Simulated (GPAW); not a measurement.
Runs of GPAW 26.7.0 on Pd. Symmetry: Fm-3m, No. 225, cubic system. The conventional cell has a = 3.893 Å, b = 3.893 Å, c = 3.893 Å, α = 90.00°, β = 90.00°, γ = 90.00°. Around Pd (site symmetry m-3m) lie 12 Pd at 2.75 Å. 

```csv
task,level,potentials or basis,spin,cell,k mesh,cutoff (eV),smearing,maxiter,optimizer,fmax,max steps,convergence,grid spacing,other keys,gap on the mesh (eV),pressure (GPa)
relaxation of cell and atoms,RPBE+D4,"the program's PAW data sets (release 1.2.1) made for this functional, pw",off,relaxed,12 × 12 × 12,600,fermi-dirac 0.05 eV,150,LBFGS,0.05 eV/Å,60,density=1e-05 forces=0.0001,-,-,none,0.5
relaxation of cell and atoms,revPBE+D4,"the program's PAW data sets (release 1.2.1) made for this functional, pw",off,relaxed,12 × 12 × 12,600,fermi-dirac 0.05 eV,150,LBFGS,0.02 eV/Å,100,density=1e-05 forces=0.0001,-,-,none,0.0
band structure,PBE,"GPAW PAW data sets (gpaw-data 1.2.1), pw","SOC, no magnetisation",as given,9 × 9 × 9,600,fermi-dirac 0.05 eV,150,-,-,-,-,-,-,-,6.7
single point,PBE,"GPAW PAW data sets (gpaw-data 1.2.1), pw",off,as given,12 × 12 × 12,600,gaussian 0.027 eV,150,-,-,-,-,-,-,none,6.8
single point,PBE,"GPAW PAW data sets (gpaw-data 1.2.1), pw",off,as given,12 × 12 × 12,600,gaussian 0.1 eV,150,-,-,-,-,-,-,none,(a)
single point,PBE,"GPAW PAW data sets (gpaw-data 1.2.1), pw",off,as given,9 × 9 × 9,900,fermi-dirac 0.05 eV,80,-,-,-,-,-,"several, not listed",none,6.8
single point,RPBE,"the program's PAW data sets (release 1.2.1) made for this functional, pw",off,as given,12 × 12 × 12,600,gaussian 0.1 eV,150,-,-,-,-,-,-,none,11.8
single point,PBE,"GPAW PAW data sets (gpaw-data 1.2.1), pw",off,as given,12 × 12 × 12,600,gaussian 0.028 eV,150,-,-,-,-,-,-,none,6.8
```

Question: Fill in the values left out.

Answer: (a) 6.9.

Caveats: later steps reuse the first step's grids (some runs); pairwise dispersion overbinds metals, which lowers pressure and volume (some runs); spin-orbit coupling was added after a scalar SCF, so levels and gaps hold it while energy, forces, pressure and moments don't (some runs); this program's spin-orbit splittings come out too wide for heavy elements (some runs).

A k mesh can miss the band edges, and rows without SOC leave out spin-orbit coupling on Pd.

A gap of «none» marks a metal or a gap under the smearing width.
